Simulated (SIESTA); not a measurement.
**ZnS (Wurtzite-2H) in SIESTA: the effect of strain zz**

The system is ZnS (Wurtzite-2H).

```xyz
4
Lattice="3.8110 0.0000 0.0000 -1.9055 3.3004 0.0000 0.0000 0.0000 5.9846" Properties=species:S:1:pos:R:3 pbc="T T T"
Zn    1.9055    1.1001    2.9923
Zn    0.0000    2.2003    0.0000
S     1.9055    1.1001    5.2964
S     0.0000    2.2003    2.3041
```

The cell isn't the ideal one: cell strained along z.

Alike in all runs:

| Item | Value |
| --- | --- |
| Program | SIESTA 5.4.2 |
| Task | band structure |
| Functional | PBE |
| Potentials or basis | PseudoDojo 0.4 standard (PBE files) |
| Basis | DZP (energy shift 0.003 Ry; two zetas on semicore shells) |
| Grid cutoff | 800 Ry |
| Energy shift | 0.003 Ry |
| k mesh | 8 × 8 × 5 |
| Occupations | fermi-dirac, width 0.05 eV |
| Spin | no spin polarisation |

| strain zz | gap on the mesh (eV) | pressure (GPa) | largest force (eV/Å) |
| --- | --- | --- | --- |
| -0.04 | 2.78 | 6.5 | 0.01 |
| -0.02 | 2.70 | 4.7 | 0.21 |
| -0.01 | 2.66 | 3.7 | 0.29 |
| 0 | 2.62 | 3.1 | 0.36 |
| 0.01 | 2.57 | 2.3 | 0.40 |
| 0.02 | 2.52 | 1.7 | 0.44 |
| 0.04 | ? | ? | ? |

**Question.** What does the run with strain zz 0.04 give?

**Answer.** gap on the mesh 2.37 eV; pressure 0.6 GPa; largest force 0.48 eV/Å.

Worked out: A straight line through the other rows of the gap on the mesh, of slope -4.3 eV per unit of strain zz, extrapolates to 2.44 eV, against the run's 2.37. The fit is too stiff a form for this range. A parabola through the other rows of the pressure, of slope -47 GPa per unit of strain zz there, extrapolates to 0.6 GPa, against the run's 0.6. A parabola through the other rows of the largest force, of slope -0.224 eV/Å per unit of strain zz there, extrapolates to 0.46 eV/Å, against the run's 0.48.

Caveats: short orbitals over semicore shells can move pressures by several GPa; the valence orbitals were made in a potential fitted to the semicore shell under them, which widens gaps by tenths of an eV or more; the basis of atomic orbitals isn't converged, which shifts pressures, moduli and gaps.

